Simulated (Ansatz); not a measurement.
## CdS at several levels of theory

One geometry, relaxed with PBE, and single points on it; plane waves with PAW potentials in Ansatz, scalar-relativistic unless the row names spin-orbit coupling. No spin polarisation. Meshes are on the primitive cell of 4 atoms. Gaps are the least over mesh and band path; pressure is positive in compression. Smearing is Gaussian, 0.02 eV. Stresses of the hybrids are converged loosely, to a few tenths of a GPa.

```
CELL_PARAMETERS angstrom
4.19696 0.00000 0.00000
-2.09848 3.63467 0.00000
0.00000 0.00000 6.82791
ATOMIC_POSITIONS crystal
Cd 0.33333 0.66667 0.99920
Cd 0.66667 0.33333 0.49920
S 0.33333 0.66667 0.37580
S 0.66667 0.33333 0.87580
```

| level | cutoff (eV) | k mesh | gap (eV) | pressure (GPa) | rough cost with bands (core-min) |
| --- | --- | --- | --- | --- | --- |
| HSE06 | 420 | 6×6×4 | 2.12 | -1.2 | 17 |

**Question.** What does PBE0 give on the same cell?

**Answer.**
```
level cutoff (eV) k mesh gap (eV) pressure (GPa) rough cost with bands (core-min)
 PBE0          420   6×6×4      2.76            -1.3                                17
```